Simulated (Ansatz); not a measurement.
SiO2 — field gradients at the nuclei

The cell is a Materials Project structure (computed, not necessarily an observed phase), taken as it stands.

Space group P4_32_12 (No. 96); a = 4.9756, c = 6.9009 Å.

```
site  Wyckoff  site symmetry       x       y       z
  Si       4a            ..2  0.1968  0.1968  0.0000
   O       8b              1  0.6104  0.7382  0.6820
```

One atom of each set is listed.

Level of theory: DFT, HSE06, plane waves and PAW (field gradients read without the response of the frozen cores, which leaves them typically 4 to 6 % off), scalar-relativistic, 420 eV cutoff, Γ-centred 3×3×3 k-points, Fermi–Dirac smearing 0.02 eV (Ansatz 0.2.0).

C_Q = eQV_zz/h, which is 24.18 MHz for Q = 1 b and V_zz = 10²¹ V/m²; η = (V_xx − V_yy)/V_zz.

¹⁷O: I = 5/2, Q = -25.58 mb. Q values from Pyykkö, Mol. Phys. 116, 1328 (2018).

Question: What field gradients does the calculation give at each kind of site?

Answer: 

| site | atoms | first shell | V_xx, V_yy, V_zz (10²¹ V/m²) | η | C_Q (MHz) |
| --- | --- | --- | --- | --- | --- |
| Si | 4 | 4 O at 1.61 Å | 0.028, 0.35, -0.37 | 0.85 | – |
| O | 8 | 2 Si at 1.61 Å, angle 145° | -4.05, -5.69, 9.74 | 0.17 | -6.02 |

At O V_zz runs parallel to the line that joins its two neighbours (within 1°).

Si has no stable isotope with a ground-state quadrupole moment in the table, so no C_Q is given.

The run took 44 s of wall time (43 s of CPU time) and 1.4 GiB at its peak, on 1 thread of AMD EPYC 9R14 (Zen 4) (x86_64; 16 cores open to the job, memory cap 3.0 GiB, no GPU), a shared host with a load of 0.3 a core.
